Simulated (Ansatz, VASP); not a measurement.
**S in VASP and in Ansatz**

```xyz
1
Lattice="2.5267 0.0000 0.0000 0.0000 2.5267 0.0000 0.0000 0.0000 2.5267" Properties=species:S:1:pos:R:3 pbc="T T T"
S     0.0000    0.0000    0.0000
```

This isn't the form of S at room conditions, which is orthorhombic, of S8 rings.

Alike in both runs: task single point; functional LDA; k mesh 16 × 16 × 16; occupations fermi-dirac, width 0.08 eV; no spin polarisation.

|  | VASP | Ansatz |
| --- | --- | --- |
| version | VASP 6.6.1 | Ansatz 0.2.0 |
| potentials or method | VASP PAW LDA potentials, release 64 (S), cutoff 520 eV | all-electron LAPW, scalar-relativistic |

```csv
,VASP,Ansatz,Ansatz less VASP
pressure (GPa),0.0,0.0,+0.06
```

Ansatz ran all-electron here, so the differences hold the error of VASP's frozen core and of both bases.
